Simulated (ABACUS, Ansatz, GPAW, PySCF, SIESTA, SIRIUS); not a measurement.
## The bulk modulus of CdTe, sorted by core time

**What was measured.** The bulk modulus of CdTe (F-43m) is reported as 42 GPa (arxiv:2306.14539). The runs below try to reproduce it.

Space group F-43m (No. 216). a = 6.410 Å, b = 6.410 Å, c = 6.410 Å, α = 90.00°, β = 90.00°, γ = 90.00°
```json
{"atom": "Te", "site": "4c", "symmetry": "-43m", "x": "0.2500", "y": "0.2500", "z": "0.2500"}
{"atom": "Cd", "site": "4a", "symmetry": "-43m", "x": "0.0000", "y": "0.0000", "z": "0.0000"}
```

| rung | level | program and potentials | cutoff (eV) | k mesh | smearing | core time | chip | bulk modulus (GPa) | miss | notes |
| --- | --- | --- | --- | --- | --- | --- | --- | --- | --- | --- |
| GGA + dispersion | PBEsol+D3(zero damping) | GPAW, PAW data sets generated for this functional | 600 | 6 × 6 × 6 | fermi-dirac 0.05 | 50 s | AMD EPYC 9R45 Zen 5 | 46.1 | +9.8 % | - |
| GGA + dispersion | revPBE+D3(zero damping) | GPAW, the program's PAW data sets (release 1.2.1) made for this functional | 600 | 6 × 6 × 6 | fermi-dirac 0.05 | 75 s | Arm Neoverse V2 | 39.1 | -6.9 % | - |
| GGA + dispersion | PBEsol+D4 | GPAW, PAW data sets generated for this functional | 600 | 6 × 6 × 6 | fermi-dirac 0.05 | 97 s | Intel Xeon Platinum 8375C Ice Lake | 45.0 | +7.1 % | - |
| non-local van der Waals functional | vdW-DF-cx | GPAW, GPAW PAW data sets (gpaw-data 1.2.1) | 600 | 6 × 6 × 6 | fermi-dirac 0.05 | 2.1 min | Intel Xeon Platinum 8375C Ice Lake | 40.3 | -4.0 % | potentials made for PBE |
| GGA | WC | GPAW, PAW data sets generated for this functional | 600 | 6 × 6 × 6 | fermi-dirac 0.05 | 2.4 min | Intel Xeon Platinum 8375C Ice Lake | 42.1 | +0.2 % | - |
| GGA | PBEsol | SIESTA, files PseudoDojo sr-pbesol-0.4.1-standard, DZP (energy shift 0.003 Ry; two zetas on semicore shells) | - | 7 × 7 × 7 | fermi-dirac 0.05 | 3.2 min | Intel Xeon Platinum 8488C Sapphire Rapids | 46.7 | +11.2 % | atomic basis |
| GGA | PBEsol | Ansatz, all-electron LAPW, scalar-relativistic | - | 7 × 7 × 7 | fermi-dirac 0.05 | 3.8 min | Intel Xeon Skylake/Cascade Lake | 41.4 | -1.4 % | - |
| GGA | PBEsol | SIRIUS, PseudoDojo 0.4.1 PBEsol standard (scalar relativistic) | 1388 | 7 × 7 × 7 | fermi-dirac 0.05 | 8 min | Intel Xeon 6975P-C Granite Rapids | 41.4 | -1.4 % | - |
| GGA | PBEsol | ABACUS, PseudoDojo NC SR 0.4.1 PBEsol standard, plane waves | 1401 | 7 × 7 × 7 | fermi-dirac 0.05 | 15 min | Intel Xeon Platinum 8259CL Skylake/Cascade Lake | 41.4 | -1.4 % | - |
| LDA | LDA | PySCF, DZVP-MOLOPT-SR/GTH-PBE (potentials made for PBE) | - | 4 × 4 × 4 | fermi-dirac 0.05 | 2.4 h | Intel Xeon Skylake/Cascade Lake | 42.9 | +2.1 % | coarse mesh; atomic basis; potentials made for PBE |

Times are single runs on shared hosts and different chips, so they are rough; meshes, cutoffs and the tasks' sizes weigh on the time. Task: equation of state. All rows: no spin polarisation. Smearing widths are in eV. The cell comes from a database and isn't always the measured one. Meshes differ between rows, which moves values too. Meshes are those of the run's cell of 2 atoms unless a note names another. Misses use the values as printed. Runs on faulty files, with rough fits or with known faults for this quantity aren't shown. No row holds spin-orbit coupling.

By rung: GGA + dispersion 39.1 to 46.1; GGA 41.4 to 42.1; non-local van der Waals functional 40.3; LDA on coarse meshes 42.9; GGA in atomic bases 46.7 (GPa). Measured: 42 GPa (arxiv:2306.14539). Closest, coarse meshes and atomic bases left aside, is WC (+0.2 %). The runs are for a static lattice, while measurements hold temperature and zero-point motion.
